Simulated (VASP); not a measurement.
Input of a VASP 6.6.1 run:

The input INCAR:

```
ALGO = Normal ; EDIFF = 1E-7
EDIFFG = -0.002 ; ENCUT = 700
GGA = PE ; IBRION = 2
ISIF = 3 ; ISMEAR = 0
ISPIN = 2 ; LASPH = T
LCHARG = F ; LMAXMIX = 4
LORBIT = 11 ; LREAL = F
LWAVE = F ; MAGMOM = 5 0
NELM = 100 ; NSW = 80
PREC = Accurate ; PSTRESS = 200.0
SIGMA = 0.1
```

File KPOINTS:

```
k-points
0
Gamma
  14 14 14
```

File POSCAR:

```
MnS                                     
1.0
   -0.0000000000      2.3513866506      2.3513866506
    2.3513866506     -0.0000000000      2.3513866506
    2.3513866506      2.3513866506      0.0000000000
  Mn              S             
     1     1
Direct
     1.0000000000000000    1.0000000000000000    0.0000000000000000
     0.5000000000000000    0.5000000000000000    0.5000000000000000
```

Potentials or basis: VASP PAW PBE potentials, release 64 (Mn_pv, S).

Launch:

```sh
$ cat potpaw_PBE.64/Mn_pv/POTCAR potpaw_PBE.64/S/POTCAR > POTCAR
$ mpirun -np 1 vasp_std > vasp.out
```

(1) Predict the site moments.

(2) Estimate the net moment.

Results:

(1) Mn +3.25; S +0.04 μB.

(2) 3.46 μB per cell.

Caveat: the relaxation stopped at its first step, so nothing moved; a cell with one magnetic atom can't hold antiferromagnetic order, which such compounds often take.
